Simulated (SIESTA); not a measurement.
Runs of SIESTA 5.4.2 on SiC (Moissanite). Symmetry: P6_3mc, No. 186, hexagonal system. Conventional cell: a = 3.076 Å, b = 3.076 Å, c = 5.048 Å, α = 90.00°, β = 90.00°, γ = 120.00°. Si (site symmetry 3m) has 4 C at 1.87 to 1.94 Å as nearest neighbours. C (site symmetry 3m) has 4 Si at 1.87 to 1.94 Å as nearest neighbours. 

```csv
task,level,potentials or basis,gap on the mesh (eV),pressure (GPa),largest force (eV/Å)
band structure,PBEsol,"PseudoDojo 0.4 standard (PBEsol files), DZP (energy shift 0.003 Ry)",2.28,3.4,0.83
band structure,AM05,"PseudoDojo 0.4 standard (PBEsol files), DZP (energy shift 0.003 Ry)",2.30,(b),0.83
band structure,LDA,"PseudoDojo 0.4 standard (LDA files), DZP (energy shift 0.003 Ry)",2.33,(a),0.81
band structure,vdW-DF-cx,"PseudoDojo 0.4 standard (PBE files), DZP (energy shift 0.003 Ry)",2.38,5.5,0.85
band structure,BLYP,"PseudoDojo 0.4 standard (PBE files), DZP (energy shift 0.003 Ry)",2.76,13.3,0.84
```

Alike in all rows: no spin polarisation; cell as given; k mesh 10 × 10 × 5; smearing fermi-dirac 0.05 eV; grid cutoff 500 Ry; energy shift 0.003 Ry.

**Question.** Fill in the values left out.

**Answer.** (a) -1.5; (b) 2.8.

Caveats: the mesh misses the band edges, which the band path finds closer together; the basis of atomic orbitals isn't converged, which shifts pressures, moduli and gaps; the potentials were made for another functional, which shifts forces and pressure (some runs).
